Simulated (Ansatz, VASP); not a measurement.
# Zr in VASP and in Ansatz

```
Zr
1.0
     3.23200    0.00000    0.00000
    -1.61600    2.79899    0.00000
     0.00000    0.00000    5.14700
Zr
2
Direct
  0.66667 0.33333 0.75000
  0.33333 0.66667 0.25000
```

Alike in both runs: task single point; functional PBE; k mesh 9 × 9 × 5; occupations gaussian, width 0.025 eV; no spin polarisation.

```csv
,VASP,Ansatz
version,VASP 6.6.1,Ansatz 0.2.0
potentials or method,"VASP PAW PBE potentials, release 64 (Zr_sv)",Ansatz PAW
plane-wave cutoff (eV),520,420
valence electrons in the cell,24,24
```

|  | VASP | Ansatz | Ansatz less VASP |
| --- | --- | --- | --- |
| gap on the k mesh at the Fermi level (eV) | none | none | - |
| pressure (GPa) | 0.6 | 0.6 | -0.01 |
| largest component of the traceless stress (GPa) | 0.72 | 0.73 | +0.004 |

A gap of «none» marks a metal or a gap that the smearing closes.
